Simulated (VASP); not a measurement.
# Ta: relaxation of cell and atoms with PBE

Ta:

```xyz
1
Lattice="-1.6600 1.6600 1.6600 1.6600 -1.6600 1.6600 1.6600 1.6600 -1.6600" Properties=species:S:1:pos:R:3 pbc="T T T"
Ta    0.0000    0.0000    0.0000
```

The cell was built by a generator and needn't be a form met in nature.

```json
{"Program": "VASP 6.6.1", "Task": "relaxation of cell and atoms", "Functional": "PBE", "Potentials or basis": "VASP PAW PBE potentials, release 64 (Ta_pv)", "Cutoff": "600 eV", "k mesh": "14 × 14 × 14", "Occupations": "methfessel-paxton, width 0.1 eV", "Spin": "no spin polarisation", "Further INCAR settings": "ALGO = Fast; EDIFF = 1e-06; IBRION = 2; EDIFFG = -0.01; NSW = 40; ISIF = 3"}
```

| Item | Value |
| --- | --- |
| Pressure after relaxing | 0.1 GPa |
| Band gap on the k mesh | none (metal or under the smearing width) |

Final structure:
```
Ta
1.0
    -1.66000    1.66000    1.66000
     1.66000   -1.66000    1.66000
     1.66000    1.66000   -1.66000
Ta
1
Direct
  0.00000 0.00000 0.00000
```

Levels at points of the mesh, in eV from the Fermi level:
```csv
k point,band 1,band 2,band 3,band 4,band 5,band 6,band 7,band 8,band 9
"(0.00, 0.00, 0.00)",-33.13,-33.13,-33.13,-7.84,0.74,0.74,0.74,3.96,3.96
"(0.50, 0.00, 0.00)",-34.24,-33.49,-33.13,-4.30,-1.49,1.53,3.83,4.84,7.65
"(0.50, 0.50, 0.50)",-33.91,-33.91,-33.91,-3.70,-3.70,6.72,6.72,6.72,8.52
```

It took 18 s on 1 thread of Intel(R) Xeon(R) Platinum 8488C (Sapphire Rapids), on a shared host, peak memory 0.14 GiB.

Caveat: the relaxation stopped at its first step, so nothing moved. The run has no spin-orbit coupling, so splittings on Ta are missing.
